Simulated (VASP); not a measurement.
Here is a VASP 6.6.1 calculation.

Contents of POSCAR:

```
ScAl3
1.0
    4.0859170219      0.0000000000      0.0000000000
    0.0000000000      4.0859170219      0.0000000000
    0.0000000000      0.0000000000      4.0859170219
Sc Al
1 3
Direct
    0.0000000000      0.0000000000      0.0000000000
    0.5000000000      0.0000000000      0.5000000000
    0.0000000000      0.5000000000      0.5000000000
    0.5000000000      0.5000000000      0.0000000000
```

The input INCAR.step1:

```
PREC = Accurate ; ENCUT = 520
ISMEAR = 0 ; SIGMA = 0.1
LREAL = F ; LASPH = T
NELM = 100 ; NBANDS = 18
GGA = PE ; ALGO = Normal
EDIFF = 1E-4 ; LWAVE = T
LCHARG = F
```

The input INCAR.step2:

```
PREC = Accurate ; ENCUT = 520
EDIFF = 1E-6 ; ISMEAR = 0
SIGMA = 0.1 ; LREAL = F
LASPH = T ; NELM = 100
ALGO = Normal ; ISIF = 2
LWAVE = F ; LCHARG = T
METAGGA = R2SCAN ; LMIXTAU = T
LELF = T ; LVHAR = T
NBANDS = 18 ; ISTART = 1
```

File KPOINTS:

```
regular mesh
0
Gamma
  10 10 10
```

Potentials or basis: VASP PAW PBE potentials, release 64 (Sc_sv, Al).

The run is started by

```bash
$ cat potpaw_PBE.64/Sc_sv/POTCAR potpaw_PBE.64/Al/POTCAR > POTCAR
$ cp INCAR.step1 INCAR
$ mpirun -np 1 vasp_std > vasp.out
$ cp INCAR.step2 INCAR
$ mpirun -np 1 vasp_std > vasp.out
```

Problem. What does it give for the band gap on the k mesh?

Solution. None (metal or under the smearing width).

Problem. What does it give for the pressure?

Solution. 0.0 GPa.

Caveat: the PAW data sets were made with another functional, which shifts forces and pressure a little.
